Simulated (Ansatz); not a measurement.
The system is ZnS.

```
Zn S
1.0
     0.00000    2.70200    2.70200
     2.70200    0.00000    2.70200
     2.70200    2.70200    0.00000
Zn S
1 1
Cartesian
  4.0530 4.0530 4.0530
  0.0000 0.0000 0.0000
```

Program: Ansatz 0.2.0. Alike in all runs: potentials or basis Ansatz PAW; no spin polarisation; cell as given. Hardware: 2 threads of Intel(R) Xeon(R) Processor @ 2.70GHz, with other jobs on the host.

**Question.** Order these runs on this cell by their wall time, lowest first.
A. task Born charges and dielectric tensor; level LDA; k mesh 9 × 9 × 9; cutoff (eV) 420; smearing fixed
B. task Born charges and dielectric tensor; level r2SCAN; k mesh 9 × 9 × 9; cutoff (eV) 500; smearing fixed
C. task band structure; level HSEsol; k mesh 5 × 5 × 5; cutoff (eV) 420; smearing fermi-dirac 0.05 eV; points for each segment of the path 4
D. task band structure; level BLYP; k mesh 9 × 9 × 9; cutoff (eV) 420; smearing fermi-dirac 0.05 eV; points for each segment of the path 14
E. task band structure; level r2SCAN0; k mesh 5 × 5 × 5; cutoff (eV) 500; smearing fermi-dirac 0.05 eV; points for each segment of the path 4

**Answer.** D (3.3 s), A (22 s), B (61 s), C (140 s), E (290 s).

Not every run made on this cell is shown here.
